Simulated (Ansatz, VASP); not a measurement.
**One calculation of Fe, two programs**

```
Fe
1.0
    -1.39407    1.39407    1.39407
     1.39407   -1.39407    1.39407
     1.39407    1.39407   -1.39407
Fe
1
Direct
  0.00000 0.00000 0.00000
```

Alike in both runs: functional PBEsol; k mesh 22 × 22 × 22; occupations fermi-dirac, width 0.08 eV; collinear spin.

Ansatz relaxed the structure, and its values are those at the end. VASP's run is a single point on that final structure, the one shown.

|  | VASP | Ansatz |
| --- | --- | --- |
| version | VASP 6.6.1 | Ansatz 0.2.0 |
| potentials or method | VASP PAW PBE potentials, release 64 (Fe) | PAW with Ansatz's default frozen-core files, scalar-relativistic |
| plane-wave cutoff (eV) | 520 | 420 |
| valence electrons in the cell | 8 | 16 |

Ansatz gave:

* pressure (GPa): 0.0
* net moment per atom (μB): 2.11
* size of the moment on the site where the two differ most (μB): 2.13

Question: What did VASP give for the same quantities?

Answer: Pressure (GPa): 0.0; net moment per atom (μB): 2.12; size of the moment on the site where the two differ most (μB): 2.10.

Site moments also hang on the region over which each program counts them. With one functional, cell and mesh, what is left measures potentials, basis and numerics. The two sets of potentials don't hold the same shells in valence.

Caveats: the PAW data sets were made with another functional, which shifts forces and pressure a little (VASP).
